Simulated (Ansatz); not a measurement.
Geometry optimisation, DFT LDA, scalar-relativistic, plane waves, PAW in Ansatz 0.2.0.

The input (input.yaml):

```yaml
crystal:
  lattice:
    - [-0.257888, 5.256267, 5.865209]
    - [5.144857, -0.075536, 5.865209]
    - [4.901055, 5.331803, 0.0]
  atoms:
    - { symbol: Si, position: [0.06109999, 0.03883002, 0.17533999] }
    - { symbol: Si, position: [0.24311504, 0.60000502, 0.25109496] }
    - { symbol: Si, position: [0.18149505, 0.91880503, 0.55889494] }
    - { symbol: Si, position: [0.34077001, 0.19876002, 0.15187997] }
    - { symbol: O, position: [0.32342502, 0.67902505, 0.65996495] }
    - { symbol: O, position: [0.24699003, 0.43938001, 0.16048996] }
    - { symbol: O, position: [0.56146997, 0.4305801, 0.92214995] }
    - { symbol: O, position: [0.19802001, 0.17807001, 0.06312998] }
    - { symbol: O, position: [0.32361998, 0.05283005, 0.39911998] }
    - { symbol: O, position: [0.98185495, 0.02747512, 0.74636495] }
    - { symbol: O, position: [0.67508499, 0.33350508, 0.58611495] }
    - { symbol: O, position: [0.58345993, 0.11375011, 0.99575996] }
    - { symbol: Si, position: [0.5611, 0.53883007, 0.67533994] }
    - { symbol: Si, position: [0.74311496, 0.1000051, 0.75109496] }
    - { symbol: Si, position: [0.68149505, 0.41880503, 0.05889494] }
    - { symbol: Si, position: [0.84077002, 0.69876008, 0.65187992] }
    - { symbol: O, position: [0.82342502, 0.17902505, 0.15996495] }
    - { symbol: O, position: [0.74699005, 0.93938007, 0.66048991] }
    - { symbol: O, position: [0.69802003, 0.67807006, 0.56312993] }
    - { symbol: O, position: [0.82361999, 0.5528301, 0.89911993] }
    - { symbol: O, position: [0.48185504, 0.52747503, 0.24636495] }
    - { symbol: O, position: [0.17508508, 0.83350499, 0.08611495] }
    - { symbol: O, position: [0.06147006, 0.93058001, 0.42214995] }
basis:
  ecutwfc: 420.0
kpoints:
  mp_grid: { grid: [2, 2, 2] }
hamiltonian:
  xc: lda
  pseudopotentials: { kind: paw, azcp: { folder: soft_1 } }
scf:
  occupations: { method: gaussian, width: 0.02 }
  lower_state_search: "off"
relax:
  f_tol: 0.03
  max_steps: 60
  adjacent_minimum: "off"
```

Run as:

```bash
$ ansatz run input.yaml --threads 2 --pin off --max-ram 5120MiB --backend cpu --events-out ev --progress --plain --runs-dir out
```

Problem. Where does it end, and by what steps?

Solution. It converged. Limits of this set-up: PAW files made for another functional. After 7 steps the energy has fallen by 1.449 eV; O19 moved furthest, 0.30 Å.

| step | energy less start (eV) | largest force component (eV/Å) | accepted |
| --- | --- | --- | --- |
| 0 | 0.0000 | 2.765 | yes |
| 1 | -0.9148 | 1.210 | yes |
| 2 | -1.3707 | 0.456 | yes |
| 3 | -1.4202 | 0.238 | yes |
| 4 | -1.4031 | 0.299 | no |
| 5 | -1.4450 | 0.111 | yes |
| 6 | -1.4484 | 0.054 | yes |
| 7 | -1.4490 | 0.020 | yes |

```xyz
23
Lattice="-0.2579 5.2563 5.8652 5.1449 -0.0755 5.8652 4.9011 5.3318 0.0000" Properties=species:S:1:pos:R:3
Si 1.083 1.219 0.615
Si 4.422 2.535 4.804
Si 7.480 3.926 6.523
Si 1.721 2.589 3.146
O 6.663 5.233 6.068
O 3.096 2.158 3.907
O 6.571 7.853 6.004
O 1.212 1.338 2.222
O 2.249 3.863 2.263
O 3.524 9.126 5.791
O 4.395 6.623 5.741
O 5.232 8.341 3.893
Si 5.821 6.534 6.519
Si 3.947 7.886 4.788
Si 2.384 3.841 6.571
Si 6.344 7.862 9.124
O 1.702 5.204 6.015
O 7.806 7.377 9.749
O 5.775 6.667 8.135
O 6.921 9.098 8.166
O 3.892 3.675 5.922
O 4.790 1.187 5.712
O 6.741 2.599 5.983
```

Time of the run: 64 s on 2 threads of Intel(R) Xeon(R) Platinum 8175M CPU @ 2.50GHz (Skylake/Cascade Lake), on a shared host, peak memory 0.7 GiB.
